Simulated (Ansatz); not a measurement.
## A strain series on PtS₂ (P-3m1): isotropic on every length

A 3-atom cell of PtS₂ started from a crystallographic database, relaxed with r2SCAN+rVV10 in the plane-wave code Ansatz, then strained (isotropic on every length; changes of length per length, axes as in the cell below) with the atoms relaxed again within the symmetry that is left. Space group P-3m1 (No. 164), trigonal; a = 3.553 Å, c = 5.123 Å in the conventional setting, 18.66 Å³ an atom. Pt has 6 S at 2.39 Å; S has 3 Pt at 2.39 Å. Calculated for a static, non-magnetic cell.

```xyz
3
Lattice="3.5526 0.0000 0.0000 -1.7763 3.0767 0.0000 0.0000 0.0000 5.1228" Properties=species:S:1:pos:R:3 pbc="T T T"
Pt    0.0000    0.0000    0.0000
S     0.0000    2.0511    1.2257
S     1.7763    1.0256    3.8972
```

Gaps are the least over each mesh (PBE 12×12×6, r2SCAN 12×12×6, HSE06 6×6×4 when unstrained) and the special points, which keep their unstrained names.

```
strain (%)  gap, PBE (eV)  gap, r2SCAN (eV)  gap, HSE06 (eV)           edges, HSE06
     -5.29          0.235             0.386            0.755  Γ → (0, 0.289, 0.299)
     -4.88          0.277             0.431            0.804  Γ → (0, 0.288, 0.299)
     -2.68          0.467             0.625            1.019  Γ → (0, 0.284, 0.302)
     -0.66          0.591             0.761            1.171  Γ → (0, 0.283, 0.299)
       0.0          0.615             0.790            1.211  Γ → (0, 0.281, 0.299)
```

Task: Estimate the row for a strain of +0.46 %.

Result:
```
strain (%)  gap, PBE (eV)  gap, r2SCAN (eV)  gap, HSE06 (eV)           edges, HSE06
     +0.46          0.630             0.803            1.239  Γ → (0, 0.281, 0.297)
```

Between zero and the nearest strains the slope of the HSE06 gap against strain is +0.062 eV per percent for negative and +0.060 for positive strain.

Spin-orbit coupling is left out, which matters wherever the heavy atoms make up the band edges.

Where an edge lies off the special points, it is a point of the mesh or the k point where a search put PBE's edge or least direct gap, reused for the other functionals, whose own edges may lie a little apart.

The meshes of the hybrids are coarse, so their gaps aren't converged to the digits shown.
